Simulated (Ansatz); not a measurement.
## Cu: zone-centre modes at 7 GPa

Method: Ansatz, DFT PBE, scalar-relativistic, plane waves, PAW. Plane waves to 420 eV; Γ-centred k mesh 18×18×6; Fermi-Dirac smearing of 0.15 eV. No spin polarisation. Phonons by linear response, acoustic sum rule imposed.

The cell, relaxed at 7 GPa:
```yaml
crystal:
  lattice:
    - [2.52797, 0.00000, 0.00000]
    - [-1.26398, 2.18928, 0.00000]
    - [0.00000, 0.00000, 8.27292]
  atoms:
    - { symbol: Cu, position: [0.00000, 0.00000, 0.00000] }
    - { symbol: Cu, position: [0.33333, 0.66667, 0.25000] }
    - { symbol: Cu, position: [0.00000, 0.00000, 0.50000] }
    - { symbol: Cu, position: [0.66667, 0.33333, 0.75000] }
```

In a metal, frequencies and elastic constants depend on the k mesh and the smearing, soft modes and shear constants most. Other phases may be more stable at this pressure.

(1) Is this structure stable against zone-centre distortions?

(2) List the optical modes at Γ (i marks imaginary ones).

Answers

(1) Yes, at Γ: no optical mode is imaginary. Strains and other wave vectors aren't tested by this run.

(2)
```csv
frequency (THz),degeneracy
2.49,2
2.55,2
3.49,2
5.89,1
5.96,1
8.02,1
```

This form isn't the element's structure at ambient conditions.

Cost: 1 run of about 8.5 core-minutes, on Intel Xeon 6975P-C (Granite Rapids) (shared hosts).